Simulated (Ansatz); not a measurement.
F-43m: 4 crystals compared

All 4 crystals share space group F-43m (No. 216) and the same kinds of sites, 2 atoms in the primitive cell. They are database entries and needn't be the stable phases. The set is a selection: crystals with an unstable lattice, a very soft shear in a metal or doubtful stress slopes were left out. Cells are relaxed by PAW under the functional.

Quantity: elastic moduli (Hill averages, relaxed ions; θ_D from sound speeds over directions). Level: PBEsol, all-electron LAPW in Ansatz 0.2.0, scalar-relativistic.

```
crystal  cell (conventional)    k mesh  smearing (eV)  B (GPa)  G (GPa)  C11 (GPa)  C44 (GPa)      ν  θ_D (K)
    CdS          a = 5.825 Å     8×8×8           none     61.5     17.7       74.5       26.3  0.369      217
    HgS          a = 5.876 Å  14×14×14           0.08     60.3     15.9       71.4       24.5  0.379      163
   InSb          a = 6.520 Å  12×12×12           0.10        ?        ?          ?          ?      ?        ?
   BeSe          a = 5.128 Å     8×8×8           none     79.6     54.1        131       67.3  0.223      451
```

Question: What did the calculation give for InSb?

Answer: B = 42.6 GPa, G = 20.7 GPa, C11 = 61.1 GPa, C44 = 27.1 GPa, ν = 0.291, θ_D = 193 K.

Known limits: constants at zero field, no piezoelectric stiffening (CdS, BeSe); the gap is closed or tiny at this level, so small that the run used smearing; responses move with mesh and smearing (HgS, InSb); no spin-orbit coupling on heavy atoms (HgS); this zinc-blende form is metastable at ambient conditions (HgS); the softest shear constant rests on one k mesh, and a soft shear can herald a distortion on cooling (HgS).
